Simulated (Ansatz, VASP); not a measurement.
**SiC in VASP and in Ansatz**

```
CELL_PARAMETERS angstrom
3.15201 0.00000 0.00000
-1.57600 2.72972 0.00000
0.00000 0.00000 5.17543
ATOMIC_POSITIONS crystal
Si 0.66667 0.33333 0.50457
Si 0.33333 0.66667 0.00457
C 0.66667 0.33333 0.88043
C 0.33333 0.66667 0.38043
```

Alike in both runs: functional PBE; k mesh 12 × 12 × 6; occupations gaussian, width 0.02 eV; no spin polarisation.

Ansatz relaxed the structure, and its values are those at the end. VASP's run is a single point on that final structure, the one shown.

```csv
,VASP,Ansatz
version,VASP 6.6.1,Ansatz 0.2.0
potentials or method,"VASP PAW PBE potentials, release 64 (Si, C)","scalar-relativistic, plane waves, PAW"
plane-wave cutoff (eV),520,420
valence electrons in the cell,16,16
```

```tsv
	VASP	Ansatz	Ansatz less VASP
gap on the k mesh at the Fermi level (eV)	2.40	2.40	+0.003
least direct gap on the mesh (eV)	3.83	3.83	+0.002
pressure (GPa)	-11.1	-11.1	+0.03
rms of the force components (eV/Å)	0.004	0.004	+0.0001
```

The functional is the same, so the differences come from potentials, cutoffs and numerics.

A k mesh can miss the band edges. Expect the measured gap to be larger: semilocal functionals such as PBE lack the derivative discontinuity.
